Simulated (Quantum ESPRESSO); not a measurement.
# MnS (F-43m) in Quantum ESPRESSO: settings compared, part 2 of 2

Quantum ESPRESSO 7.5.

## 4. Single point, LDA, collinear spin, ferromagnetic start, 14.53 Å³/atom

Contents of pw.in:

```
&CONTROL
  calculation = 'scf'
  prefix = 'pwscf'
  outdir = './tmp'
  pseudo_dir = './pseudo'
  tstress = .true.
  disk_io = 'nowf'
/
&SYSTEM
  ibrav = 0
  nat = 2
  ntyp = 2
  ecutwfc = 45
  ecutrho = 360
  nbnd = 20
  occupations = 'smearing'
  smearing = 'fd'
  degauss = 0.00367493
  nspin = 2
  starting_magnetization(1) = 0.2667
  starting_magnetization(2) = 0
/
&ELECTRONS
  conv_thr = 4d-10
  electron_maxstep = 120
  mixing_beta = 0.3
/
ATOMIC_SPECIES
Mn    54.9380 mn_lda_v1.5.uspp.F.UPF
S     32.0600 s_lda_v1.4.uspp.F.UPF
CELL_PARAMETERS angstrom
   0.0000000000    2.4400341398    2.4400341398
   2.4400341398    0.0000000000    2.4400341398
   2.4400341398    2.4400341398    0.0000000000
ATOMIC_POSITIONS crystal
Mn     0.0000000000    0.0000000000    0.0000000000
S      0.7500000000    0.7500000000    0.7500000000
K_POINTS automatic
9 9 9 0 0 0
```

Started as:

```bash
$ OMP_NUM_THREADS=1 mpirun -n 2 pw.x -nk 2 -in pw.in > pw.out
```

It took 21 s on 2 MPI ranks of Intel Xeon 6975P-C (Granite Rapids), shared host; peak memory 0.2 GiB.

The run converged. Its results:

```
Free energy                                           : -3202.0210 eV
Pressure                                              : -1.1 GPa
Band gap on the k mesh                                : none (metal or under the smearing width)
Net moment                                            : 0.00 μB per cell
Absolute moment                                       : 0.00 μB per cell
Valence electrons inside the program's atomic spheres : Mn 12.61; S 3.38
```

Caveat: the starting moments collapsed, and a magnetic state may lie lower; semilocal functionals often make such compounds metallic where correlation or magnetic order opens a gap, which also shifts bond lengths.

## 5. Single point, LDA, collinear spin, ferromagnetic start, 14.83 Å³/atom

pw.in: that of step 4 with these lines changed.

```diff
@@ -31,5 +31,5 @@
 CELL_PARAMETERS angstrom
-   0.0000000000    2.4400341398    2.4400341398
-   2.4400341398    0.0000000000    2.4400341398
-   2.4400341398    2.4400341398    0.0000000000
+   0.0000000000    2.4568624933    2.4568624933
+   2.4568624933    0.0000000000    2.4568624933
+   2.4568624933    2.4568624933    0.0000000000
 ATOMIC_POSITIONS crystal
```

Started as:

```bash
$ OMP_NUM_THREADS=1 mpirun -n 2 pw.x -nk 2 -in pw.in > pw.out
```

Run time: 30 s. Hardware: 2 MPI ranks of Intel Xeon 6975P-C (Granite Rapids), shared host; peak memory 0.2 GiB.

Results (log left out):

```yaml
Free_energy: -3202.0116 eV
Pressure: -4.2 GPa
Band_gap_on_the_k_mesh: none (metal or under the smearing width)
Net_moment: 0.00 μB per cell
Absolute_moment: 0.00 μB per cell
Valence_electrons_inside_the_program's_atomic_spheres: Mn 12.63; S 3.41
```

Caveat: the starting moments collapsed, and a magnetic state may lie lower; semilocal functionals often make such compounds metallic where correlation or magnetic order opens a gap, which also shifts bond lengths.

## 6. Single point, LDA, collinear spin, ferromagnetic start, 15.13 Å³/atom

pw.in: that of step 5 with these lines changed.

```diff
@@ -31,5 +31,5 @@
 CELL_PARAMETERS angstrom
-   0.0000000000    2.4568624933    2.4568624933
-   2.4568624933    0.0000000000    2.4568624933
-   2.4568624933    2.4568624933    0.0000000000
+   0.0000000000    2.4734634191    2.4734634191
+   2.4734634191    0.0000000000    2.4734634191
+   2.4734634191    2.4734634191    0.0000000000
 ATOMIC_POSITIONS crystal
```

Potentials or basis: GBRV 1.5 LDA.

Started as:

```bash
$ OMP_NUM_THREADS=1 mpirun -n 2 pw.x -nk 2 -in pw.in > pw.out
```

Wall time 22 s (2 MPI ranks of Intel Xeon 6975P-C (Granite Rapids), shared host); peak memory 0.22 GiB.

It converged, with:

| Quantity | Value |
| --- | --- |
| Free energy | -3201.9909 eV |
| Pressure | -7.0 GPa |
| Band gap on the k mesh | none (metal or under the smearing width) |
| Net moment | 0.10 μB per cell |
| Absolute moment | 0.11 μB per cell |
| Site moments | Mn +0.09; S -0.00 μB |
| Valence electrons inside the program's atomic spheres | Mn 12.65; S 3.44 |

Caveat: the moment fell far below its start of 4 μB, so a state of higher moment may lie lower in energy; semilocal functionals often make such compounds metallic where correlation or magnetic order opens a gap, which also shifts bond lengths.

## 7. Single point, LDA, collinear spin, ferromagnetic start, 15.44 Å³/atom

pw.in: that of step 6 with these lines changed.

```diff
@@ -31,5 +31,5 @@
 CELL_PARAMETERS angstrom
-   0.0000000000    2.4734634191    2.4734634191
-   2.4734634191    0.0000000000    2.4734634191
-   2.4734634191    2.4734634191    0.0000000000
+   0.0000000000    2.4898444489    2.4898444489
+   2.4898444489    0.0000000000    2.4898444489
+   2.4898444489    2.4898444489    0.0000000000
 ATOMIC_POSITIONS crystal
```

Started as:

```bash
$ OMP_NUM_THREADS=1 mpirun -n 2 pw.x -nk 2 -in pw.in > pw.out
```

It took 57 s on 2 MPI ranks of Intel Xeon 6975P-C (Granite Rapids), shared host; peak memory 0.22 GiB.

The run converged. Its results:

```
Free energy                                           : -3201.9605 eV
Pressure                                              : -9.4 GPa
Band gap on the k mesh                                : none (metal or under the smearing width)
Net moment                                            : 0.16 μB per cell
Absolute moment                                       : 0.17 μB per cell
Site moments                                          : Mn +0.14; S -0.00 μB
Valence electrons inside the program's atomic spheres : Mn 12.67; S 3.48
```

Caveat: the moment fell far below its start of 4 μB, so a state of higher moment may lie lower in energy; semilocal functionals often make such compounds metallic where correlation or magnetic order opens a gap, which also shifts bond lengths.

## 8. Single point, LDA, collinear spin, ferromagnetic start, 15.74 Å³/atom

pw.in: that of step 7 with these lines changed.

```diff
@@ -31,5 +31,5 @@
 CELL_PARAMETERS angstrom
-   0.0000000000    2.4898444489    2.4898444489
-   2.4898444489    0.0000000000    2.4898444489
-   2.4898444489    2.4898444489    0.0000000000
+   0.0000000000    2.5060127231    2.5060127231
+   2.5060127231    0.0000000000    2.5060127231
+   2.5060127231    2.5060127231    0.0000000000
 ATOMIC_POSITIONS crystal
```

Started as:

```bash
$ OMP_NUM_THREADS=1 mpirun -n 2 pw.x -nk 2 -in pw.in > pw.out
```

Wall time 41 s (2 MPI ranks of Intel Xeon 6975P-C (Granite Rapids), shared host); peak memory 0.22 GiB.

It converged, with:

```
Free energy                                           : -3201.9213 eV
Pressure                                              : -11.6 GPa
Band gap on the k mesh                                : none (metal or under the smearing width)
Net moment                                            : 0.20 μB per cell
Absolute moment                                       : 0.21 μB per cell
Site moments                                          : Mn +0.17; S -0.00 μB
Valence electrons inside the program's atomic spheres : Mn 12.69; S 3.51
```

Caveat: the moment fell far below its start of 4 μB, so a state of higher moment may lie lower in energy; semilocal functionals often make such compounds metallic where correlation or magnetic order opens a gap, which also shifts bond lengths.

## 9. Single point, LDA, collinear spin, ferromagnetic start, 16.04 Å³/atom

pw.in: that of step 8 with these lines changed.

```diff
@@ -31,5 +31,5 @@
 CELL_PARAMETERS angstrom
-   0.0000000000    2.5060127231    2.5060127231
-   2.5060127231    0.0000000000    2.5060127231
-   2.5060127231    2.5060127231    0.0000000000
+   0.0000000000    2.5219750179    2.5219750179
+   2.5219750179    0.0000000000    2.5219750179
+   2.5219750179    2.5219750179    0.0000000000
 ATOMIC_POSITIONS crystal
```

Potentials or basis: GBRV 1.5 LDA.

Started as:

```bash
$ OMP_NUM_THREADS=1 mpirun -n 2 pw.x -nk 2 -in pw.in > pw.out
```

It took 35 s on 2 MPI ranks of Intel Xeon 6975P-C (Granite Rapids), shared host; peak memory 0.22 GiB.

It converged, with:

```yaml
Free_energy: -3201.8741 eV
Pressure: -13.6 GPa
Band_gap_on_the_k_mesh: none (metal or under the smearing width)
Net_moment: 0.23 μB per cell
Absolute_moment: 0.25 μB per cell
Site_moments: Mn +0.20; S -0.00 μB
Valence_electrons_inside_the_program's_atomic_spheres: Mn 12.71; S 3.54
```

Caveat: the moment fell far below its start of 4 μB, so a state of higher moment may lie lower in energy; semilocal functionals often make such compounds metallic where correlation or magnetic order opens a gap, which also shifts bond lengths.

## 10. Equation of state, LDA, collinear spin, ferromagnetic start

No new run: the results of the series are fitted here.

What came out:

* Equilibrium volume: 14.45 Å³/atom
* Bulk modulus: 163 GPa
* Pressure derivative of the bulk modulus: 4.6

Energy against volume, from the lowest point:
```tsv
volume (Å³/atom)	energy (meV/atom)
14.225	1.57
14.527	0.00
14.830	4.73
15.133	15.04
15.435	30.27
15.738	49.88
16.041	73.46
```

## 11. The reference run

An earlier run on the cell as given: functional PBEsol; potentials or basis GBRV 1.5 PBEsol; cutoff 612 eV; density cutoff 4898 eV; k mesh 9 × 9 × 9; occupations fermi-dirac, width 0.05 eV; collinear spin, ferromagnetic start; starting moments [4.0, 0.0] μB.

* Pressure: -3.2 GPa
* Band gap on the k mesh: none (metal or under the smearing width)
* Net moment: 0.23 μB per cell
* Absolute moment: 0.25 μB per cell
* Site moments: Mn +0.20; S -0.00 μB
* Valence electrons inside the program's atomic spheres: Mn 12.64; S 3.44

## 12. The runs side by side

| task | level | potentials or basis | form of the LDA correlation | gap on the mesh (eV) | pressure (GPa) | moment (μB) |
| --- | --- | --- | --- | --- | --- | --- |
| band structure | PBEsol | GBRV 1.5 PBEsol | - | none | -3.2 | 0.23 |
| equation of state | LDA | GBRV 1.5 LDA | PZ81 | - | - | - |
| single point | PBEsol | GBRV 1.5 PBEsol | - | none | -3.2 | 0.23 |

Alike in all rows: spin collinear, ferromagnetic start; cell as given; k mesh 9 × 9 × 9; cutoff (eV) 612; smearing fermi-dirac 0.05 eV.

Caveats: the moment fell far below its start of 4 μB, so a state of higher moment may lie lower in energy (some runs); semilocal functionals often make such compounds metallic where correlation or magnetic order opens a gap, which also shifts bond lengths (some runs).

Total energies depend on the potentials used, so only differences within one code and one set of settings carry meaning.
